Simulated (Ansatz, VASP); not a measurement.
Two plane-wave programs on SiO2 (Stishovite)

```
Si O
1.0
     4.16670    0.00000    0.00000
     0.00000    4.16670    0.00000
     0.00000    0.00000    2.66450
Si O
2 4
Direct
  0.00000 0.00000 0.00000
  0.50000 0.50000 0.50000
  0.30610 0.30610 0.00000
  0.19390 0.80610 0.50000
  0.69390 0.69390 0.00000
  0.80610 0.19390 0.50000
```

Alike in both runs: task electric field gradients; functional PBE; k mesh 7 × 7 × 11; occupations fermi-dirac, width 0.02 eV; no spin polarisation.

```csv
,VASP,Ansatz
version,VASP 6.6.1,Ansatz 0.2.0
potentials or method,"VASP PAW PBE potentials, release 64 (Si, O)","plane-wave PAW, scalar-relativistic"
plane-wave cutoff (eV),520,930
valence electrons in the cell,32,32
```

VASP gave:

- gap on the k mesh at the Fermi level (eV): 5.72
- pressure (GPa): 13.3
- largest component of the traceless stress (GPa): 0.88
- rms of the force components (eV/Å): 0.089
- Vzz of the field gradient on the site that differs most (V/Å²): 20.4

Problem. What did Ansatz give for the same quantities?

Solution. gap on the k mesh at the Fermi level (eV): 5.72; pressure (GPa): 12.9; largest component of the traceless stress (GPa): 0.38; rms of the force components (eV/Å): 0.076; Vzz of the field gradient on the site that differs most (V/Å²): 18.9.

Atom by atom the forces differ by 0.013 eV/Å (rms over components).

Caveats: an odd mesh through Γ misses points on the zone boundary, where band edges often lie.
